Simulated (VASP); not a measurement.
# ZnS (Wurtzite-2H) (P6_3mc) in VASP: a series of runs

One crystal, ZnS (Wurtzite-2H), is run at these levels: LAK, PBE, LDA, PBEsol; tasks: band structure, phonons.

Program: VASP 6.6.1. These are calculated values, not measurements. Logs are shortened: lines on timing, memory, paths and dates and some standing lists are left out, and cuts for length are marked.

**Measured values to compare with.**

From a printed reference work, monograph, for a bulk crystal of ZnS at 4 K: band gap 3.911 eV (direct).

How close the calculation comes is told below.

## 1. The structure

The structure is hexagonal, space group P6_3mc (No. 186). The conventional cell has a = 3.811 Å, b = 3.811 Å, c = 6.234 Å, α = 90.00°, β = 90.00°, γ = 120.00°. Zn (site symmetry 3m) has 4 S at 2.31 to 2.40 Å as nearest neighbours. S (site symmetry 3m) is surrounded by 4 Zn at 2.31 to 2.40 Å.

## 2. Band structure, LAK

Input file INCAR:

```
SYSTEM = ZnS
ALGO     = Normal         ! electronic algorithm
EDIFF    = 1E-6           ! SCF threshold, eV
ENCUT    = 520            ! plane-wave cutoff, eV
ISIF     = 2              ! what is computed and relaxed
ISMEAR   = -1             ! smearing method
LASPH    = .True.         ! aspherical terms in the spheres
LCHARG   = .False.        ! write CHGCAR
LMIXTAU  = .True.       
LREAL    = .False.        ! projectors in reciprocal space
LWAVE    = .False.        ! write WAVECAR
METAGGA  = LAK            ! meta-GGA
NELM     = 80             ! most SCF steps
PREC     = Accurate       ! precision mode
SIGMA    = 0.05           ! smearing width, eV
```

Input file KPOINTS:

```
k-points
0
Gamma
  8 8 5
  0 0 0
```

Input file POSCAR:

```
ZnS
1.0
    3.8110000000      0.0000000000      0.0000000000
   -1.9055000000      3.3004228138      0.0000000000
    0.0000000000      0.0000000000      6.2340000000
Zn S
2 2
Direct
    0.6666666667      0.3333333333      0.5000000000
    0.3333333333      0.6666666667      0.0000000000
    0.6666666667      0.3333333333      0.8850000000
    0.3333333333      0.6666666667      0.3850000000
```

Input file KPOINTS_OPT:

```
path GMKGALHA,LM,KH
20
line-mode
reciprocal
 0.0000000000  0.0000000000  0.0000000000  G
 0.5000000000  0.0000000000  0.0000000000  M

 0.5000000000  0.0000000000  0.0000000000  M
 0.3333333333  0.3333333333  0.0000000000  K

 0.3333333333  0.3333333333  0.0000000000  K
 0.0000000000  0.0000000000  0.0000000000  G

 0.0000000000  0.0000000000  0.0000000000  G
 0.0000000000  0.0000000000  0.5000000000  A

 0.0000000000  0.0000000000  0.5000000000  A
 0.5000000000  0.0000000000  0.5000000000  L

 0.5000000000  0.0000000000  0.5000000000  L
 0.3333333333  0.3333333333  0.5000000000  H

 0.3333333333  0.3333333333  0.5000000000  H
 0.0000000000  0.0000000000  0.5000000000  A

 0.5000000000  0.0000000000  0.5000000000  L
 0.5000000000  0.0000000000  0.0000000000  M

 0.3333333333  0.3333333333  0.0000000000  K
 0.3333333333  0.3333333333  0.5000000000  H
```

Potentials or basis: VASP PAW PBE potentials, release 64 (Zn, S).

On the command line:

```sh
> cat potpaw_PBE.64/Zn/POTCAR potpaw_PBE.64/S/POTCAR > POTCAR
> mpirun -np 1 vasp_std > vasp.out
```

OUTCAR:

```text
SYSTEM = ZnS
   EDIFF = 1E-6
   ENCUT = 520
   ISIF = 2
   ISMEAR = -1
   LASPH = .True.
   LREAL = .False.
   METAGGA = LAK
   NELM = 80
   PREC = Accurate

 ion  position               nearest neighbor table
   1  0.667  0.333  0.500-   4 2.31   4 2.31   4 2.31   3 2.40
   2  0.333  0.667  0.000-   3 2.31   3 2.31   3 2.31   4 2.40
   3  0.667  0.333  0.885-   2 2.31   2 2.31   2 2.31   1 2.40
   4  0.333  0.667  0.385-   1 2.31   1 2.31   1 2.31   2 2.40

  LATTYP: Found a hexagonal cell.
 ALAT       =     3.8110000000
 C/A-ratio  =     1.6357911309

  Lattice vectors:

 A1 = (   3.8110000000,   0.0000000000,   0.0000000000)
 A2 = (  -1.9055000000,   3.3004228138,   0.0000000000)
 A3 = (   0.0000000000,   0.0000000000,   6.2340000000)

Analysis of symmetry for initial positions (statically):
=====================================================================
 Subroutine PRICEL returns:
 Original cell was already a primitive cell.

 Routine SETGRP: Setting up the symmetry group for a
 hexagonal supercell.

 Subroutine GETGRP returns: Found 12 space group operations
 (whereof  6 operations were pure point group operations)
 out of a pool of 24 trial point group operations.

The static configuration has the point symmetry C_3v.
 The point group associated with its full space group is C_6v.

Analysis of symmetry for dynamics (positions and initial velocities):
=====================================================================
 Subroutine PRICEL returns:
 Original cell was already a primitive cell.

 Routine SETGRP: Setting up the symmetry group for a
 hexagonal supercell.

 Subroutine GETGRP returns: Found 12 space group operations
 (whereof  6 operations were pure point group operations)
 out of a pool of 24 trial point group operations.

The dynamic configuration has the point symmetry C_3v.
 The point group associated with its full space group is C_6v.

 Subroutine INISYM returns: Found 12 space group operations
 (whereof  6 operations are pure point group operations),
 and found     1 'primitive' translations

----------------------------------------------------------------------------------------

                                     Primitive cell

  volume of cell :      78.4107
[... 93 lines left out ...]
   LNONCOLLINEAR =      F non collinear calculations
   LSORBIT =      F    spin-orbit coupling
   LASPH  =      T    aspherical Exc in radial PAW
   ENCUT  =  520.0 eV  38.22 Ry    6.18 a.u.   7.09  7.09 11.59*2*pi/ulx,y,z
   NELM   =     80;   NELMIN=  2; NELMDL= -5     # of ELM steps
   EDIFF  = 0.1E-05   stopping-criterion for ELM
   LREAL  =      F    real-space projection
   EDIFFG = 0.1E-04   stopping-criterion for IOM
   NSW    =      0    number of steps for IOM
   IBRION =     -1    ionic relax: 0-MD 1-quasi-New 2-CG
   NFREE  =      0    steps in history (QN), initial steepest desc. (CG)
   ISIF   =      2    stress and relaxation
   ISYM   =      2    0-nonsym 1-usesym 2-fastsym
   POTIM  = 0.5000    time-step for ionic-motion
   TEBEG  =    0.0;   TEEND  =   0.0 temperature during run
   PSTRESS=    0.0 pullay stress
   NELECT =      36.0000    total number of electrons
   NUPDOWN=      -1.0000    fix difference up-down
   EMIN   =  10.00;   EMAX   =-10.00  energy-range for DOS
   EFERMI =   0.00;   METHOD = LEGACY
   ISMEAR =    -1;   SIGMA  =   0.05  broadening in eV -4-tet -1-fermi 0-gaus
   EFERMI_NEDOS =   21; number of points for ismear=-14 and -15
   IALGO  =     38    algorithm
   IMIX   =      4    mixing-type and parameters
     AMIX     =   0.40;   BMIX     =  1.00
     AMIX_MAG =   1.60;   BMIX_MAG =  1.00
  volume/ion in A,a.u.               =      19.60       132.29
  Fermi-wavevector in a.u.,A,eV,Ry     =   1.262943  2.386617 21.701647  1.595026
  Thomas-Fermi vector in A             =   2.396326
   LORBIT       =      0    0 simple, 1 ext, 2 COOP (PROOUT), +10 PAW based schemes
   METAGGA = LAK    functional components
   LHFCALC =     F    Hartree Fock is set to
   AEXX    =    0.0000 exact exchange contribution
   IVDW    =     0    specifies the selected vdW correction
   LEPSILON=     F    determine dielectric tensor
   LRPA    =     F    only Hartree local field effects (RPA)
 non-spin polarized calculation
  energy-cutoff  :      520.00
  volume of cell :       78.41
 maximum number of plane-waves:      2128
   NGX = 15   NGY = 15   NGZ = 23

 number of electron      35.9999977 magnetization

 Free energy of the ion-electron system (eV)
  ---------------------------------------------------
  ext. energy  EPLUGINS =         0.00000000
  ---------------------------------------------------
  free energy    TOTEN  =        20.87562891 eV

  energy without entropy =       20.87562891  energy(sigma->0) =       20.87562891

 E-fermi :   2.9850     XC(G=0): -10.1076

 val. band max:        1.9899401272   @ k =   0.0000   0.0000   0.0000
 cond. band min:       5.3118356266   @ k =   0.0000   0.0000   0.0000
 fundamental gap:      3.3218954994
 Fermi energy:         2.9849602843

 k-point     1 :       0.0000    0.0000    0.0000
  band No.  band energies     occupation
      1     -11.8401      2.00000
      2     -10.9363      2.00000
      3      -4.4079      2.00000
      4      -4.4078      2.00000
      5      -4.3339      2.00000
      6      -4.3338      2.00000
[... 739 lines left out ...]
     21       8.6723      0.00000
     22       9.1766      0.00000

------------------------ aborting loop because EDIFF is reached ----------------------------------------

  FORCE on cell =-STRESS in cart. coord.  units (eV):
  Direction    XX          YY          ZZ          XY          YZ          ZX
  --------------------------------------------------------------------------------------
  -------------------------------------------------------------------------------------
  Total        2.0239484      2.0239484      1.0457616      0.0000000      0.0000000      0.0000000
  in kB       41.3556339     41.3556339     21.3682008      0.0000000      0.0000000      0.0000000
  external PRESSURE =      34.6931562 kB  Pullay stress =       0.0000000 kB

 VOLUME and BASIS-vectors are now :
 -----------------------------------------------------------------------------
  energy-cutoff  :      520.00
  volume of cell :       78.41
      direct lattice vectors                 reciprocal lattice vectors
     3.811000000  0.000000000  0.000000000     0.262398321  0.151495741  0.000000000
    -1.905500000  3.300422814  0.000000000     0.000000000  0.302991482  0.000000000
     0.000000000  0.000000000  6.234000000     0.000000000  0.000000000  0.160410651

 POSITION                                       TOTAL-FORCE (eV/Angst)
 -----------------------------------------------------------------------------------
      1.90550      1.10014      3.11700        -0.000000      0.000000      0.333374
     -0.00000      2.20028      0.00000         0.000000      0.000000      0.333374
      1.90550      1.10014      5.51709         0.000000     -0.000000     -0.333374
     -0.00000      2.20028      2.40009        -0.000000      0.000000     -0.333374
 -----------------------------------------------------------------------------------
    total drift:                                0.000001      0.000003     -0.071225

  FREE ENERGIE OF THE ION-ELECTRON SYSTEM (eV)
  ---------------------------------------------------
  free  energy   TOTEN  =        20.8756289139 eV

  energy  without entropy=       20.8756289140  energy(sigma->0) =       20.87562891
```

stdout:

```text
POSCAR found type information on POSCAR ZnS
 POSCAR found :  2 types and       4 ions
 scaLAPACK will be used
 -----------------------------------------------------------------------------
|                                                                             |
|                                                                             |
|     You enforced a specific xc type in the INCAR file but a different       |
|     I HOPE YOU KNOW WHAT YOU ARE DOING!                                     |
|                                                                             |
 -----------------------------------------------------------------------------

 LDA part: xc-table for (None), standard interpolation
 POSCAR, INCAR and KPOINTS ok, starting setup
 FFT: planning ... GRIDC
 FFT: planning ... GRID_SOFT
 FFT: planning ... GRID
 WAVECAR not read
 entering main loop
 Start KPOINTS_OPT (optional k-point list driver)
k-point batch [1-30\180]
k-point batch [31-60\180]
k-point batch [61-90\180]
k-point batch [91-120\180]
k-point batch [121-150\180]
k-point batch [151-180\180]
```

Wall time 6.5 min (1 thread of Intel Xeon Platinum 8559C (Emerald Rapids), shared host); peak memory 0.21 GiB.

Results:

* Free energy: 20.8756 eV
* Pressure: 3.5 GPa
* Largest force: 0.333 eV/Å
* Band gap on the k mesh: 3.32 eV, direct
* Band gap along the path: 3.32 eV, direct

Forces on the atoms (eV/Å):
```
Zn   0.000  0.000  0.333
Zn   0.000  0.000  0.333
S    0.000  0.000 -0.333
S    0.000  0.000 -0.333
```

Stress tensor (GPa, compression positive):
```
4.14 0.00 0.00
0.00 4.14 0.00
0.00 0.00 2.14
```

Levels at the corners of the path, in eV from the valence-band top:
| point | band 16 | band 17 | band 18 | band 19 | band 20 | band 21 |
| --- | --- | --- | --- | --- | --- | --- |
| Γ | 0.00 | 0.00 | 0.00 | 3.32 | 3.93 | 7.09 |
| M | -2.26 | -1.53 | -0.98 | 4.32 | 5.17 | 5.78 |
| M | -2.26 | -1.53 | -0.98 | 4.32 | 5.17 | 5.78 |
| K | -2.20 | -2.19 | -2.19 | 5.02 | 6.83 | 6.83 |
| K | -2.20 | -2.19 | -2.19 | 5.02 | 6.83 | 6.83 |
| Γ | 0.00 | 0.00 | 0.00 | 3.32 | 3.93 | 7.09 |
| Γ | 0.00 | 0.00 | 0.00 | 3.32 | 3.93 | 7.09 |
| A | -0.44 | -0.44 | -0.44 | 4.48 | 4.48 | 7.52 |
| A | -0.44 | -0.44 | -0.44 | 4.48 | 4.48 | 7.52 |
| L | -1.66 | -1.53 | -1.53 | 4.38 | 4.38 | 5.91 |
| L | -1.66 | -1.53 | -1.53 | 4.38 | 4.38 | 5.91 |
| H | -3.10 | -1.27 | -1.27 | 5.41 | 5.41 | 7.07 |
| H | -3.10 | -1.27 | -1.27 | 5.41 | 5.41 | 7.07 |
| A | -0.44 | -0.44 | -0.44 | 4.48 | 4.48 | 7.52 |
| L | -1.66 | -1.53 | -1.53 | 4.38 | 4.38 | 5.91 |
| M | -2.26 | -1.53 | -0.98 | 4.32 | 5.17 | 5.78 |
| K | -2.20 | -2.19 | -2.19 | 5.02 | 6.83 | 6.83 |
| H | -3.10 | -1.27 | -1.27 | 5.41 | 5.41 | 7.07 |

Caveat: the PAW data sets were made with another functional, which shifts forces and pressure a little.

## 3. Band structure, PBE

Input file INCAR:

```
SYSTEM = ZnS
PREC     = Accurate       ! precision mode
ENCUT    = 520            ! plane-wave cutoff, eV
EDIFF    = 1E-6           ! SCF threshold, eV
ISMEAR   = -1             ! smearing method
SIGMA    = 0.05           ! smearing width, eV
LREAL    = .FALSE.        ! projectors in reciprocal space
LASPH    = .TRUE.         ! aspherical terms in the spheres
NELM     = 100            ! most SCF steps
ALGO     = Fast           ! electronic algorithm
ISIF     = 2              ! what is computed and relaxed
LWAVE    = .FALSE.        ! write WAVECAR
LCHARG   = .FALSE.        ! write CHGCAR
GGA      = PE             ! functional
```

Input file KPOINTS:

```
regular mesh
0
G
  8 8 5
  0 0 0
```

POSCAR is that of step 2.

KPOINTS_OPT is that of step 2.

Potentials or basis: VASP PAW PBE potentials, release 64 (Zn, S).

On the command line:

```sh
> cat potpaw_PBE.64/Zn/POTCAR potpaw_PBE.64/S/POTCAR > POTCAR
> mpirun -np 1 vasp_std > vasp.out
```

It took 2.7 min on 1 thread of Intel Xeon Platinum 8488C (Sapphire Rapids), shared host; peak memory 0.23 GiB.

It converged, with:

| Item | Value |
| --- | --- |
| Free energy | -13.6538 eV |
| Pressure | 2.2 GPa |
| Largest force | 0.323 eV/Å |
| Band gap on the k mesh | 2.25 eV, direct |
| Band gap along the path | 2.25 eV, direct |

Forces in eV/Å, atoms in the order of the input:
```
Zn   0.000  0.000  0.323
Zn   0.000  0.000  0.323
S    0.000  0.000 -0.323
S    0.000  0.000 -0.323
```

Stress tensor (GPa, compression positive):
```
2.93 0.00 0.00
0.00 2.93 0.00
0.00 0.00 0.87
```

Levels at the corners of the path, in eV from the valence-band top:
```tsv
point	band 15	band 16	band 17	band 18	band 19	band 20	band 21	band 22
Γ	-0.86	-0.01	-0.01	0.00	2.25	3.00	6.30	6.30
M	-3.16	-2.25	-1.56	-0.98	3.62	4.27	5.18	7.14
M	-3.16	-2.25	-1.56	-0.98	3.62	4.27	5.18	7.14
K	-3.87	-2.21	-2.21	-2.21	4.48	5.93	5.93	7.92
K	-3.87	-2.21	-2.21	-2.21	4.48	5.93	5.93	7.91
Γ	-0.86	-0.01	-0.01	0.00	2.25	3.00	6.30	6.30
Γ	-0.86	-0.01	-0.01	0.00	2.25	3.00	6.30	6.30
A	-0.45	-0.45	-0.45	-0.45	3.51	3.51	6.73	6.74
A	-0.45	-0.45	-0.45	-0.45	3.51	3.51	6.73	6.73
L	-1.66	-1.66	-1.53	-1.53	3.62	3.62	5.15	5.15
L	-1.66	-1.66	-1.53	-1.53	3.62	3.62	5.15	5.15
H	-3.11	-3.11	-1.25	-1.25	4.54	4.54	6.49	6.49
H	-3.11	-3.11	-1.25	-1.25	4.54	4.54	6.49	6.49
A	-0.45	-0.45	-0.45	-0.45	3.51	3.51	6.73	6.73
L	-1.66	-1.66	-1.53	-1.53	3.62	3.62	5.15	5.15
M	-3.16	-2.25	-1.56	-0.98	3.62	4.27	5.18	7.14
K	-3.87	-2.21	-2.21	-2.21	4.48	5.93	5.93	7.91
H	-3.11	-3.11	-1.25	-1.25	4.54	4.54	6.49	6.49
```

[end of part 1 of 3]
